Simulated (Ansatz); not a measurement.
Runs of Ansatz 0.2.0 on AlN. It takes space group P6_3mc (No. 186, hexagonal). The conventional cell has a = 3.113 Å, b = 3.113 Å, c = 4.981 Å, α = 90.00°, β = 90.00°, γ = 120.00°. Al (site symmetry 3m) is surrounded by 4 N at 1.89 Å. N (site symmetry 3m) has 4 Al at 1.89 Å as nearest neighbours. 

```tsv
task	level	potentials or basis	cell	cutoff (eV)	smearing	points for each segment of the path	gap on the mesh (eV)	pressure (GPa)	relaxed volume (Å³/atom)	largest force (eV/Å)
relaxation of cell and atoms	BLYP+D4	Ansatz PAW	relaxed	420	fermi-dirac 0.05 eV	-	(b)	0.0	10.30	-
Born charges and dielectric tensor	PBE	Ansatz PAW	as given	420	fixed	-	4.21	-	-	-
band structure	LDA	Ansatz PAW	as given	420	fermi-dirac 0.05 eV	14	4.24	-4.6	-	0.12
relaxation of cell and atoms	m-r2SCAN	Ansatz PAW	relaxed	500	fermi-dirac 0.05 eV	-	4.88	0.0	10.40	-
single point	PBE	Ansatz PAW	as given	300	fermi-dirac 0.05 eV	-	4.18	(c)	-	0.12
band structure	PBE	Ansatz NC	as given	1240	fermi-dirac 0.05 eV	14	4.21	(a)	-	0.13
```

Alike in all rows: no spin polarisation; k mesh 10 × 10 × 6.

Question: Estimate the missing entries.

Answer: (a) 3.6; (b) 4.63; (c) 3.9.

Caveats: the PAW data sets come from PBE, with cores solved anew for the run's functional, which leaves a small shift of forces and pressure (some runs); the plane-wave basis is chosen anew once the cell has moved, so the energies of steps on either side of that aren't comparable (some runs); the pressure holds a Pulay correction of +12.1 GPa for the finite cutoff (some runs); the cutoff lies under the one recommended for these potentials (some runs).

A k mesh can miss the band edges.
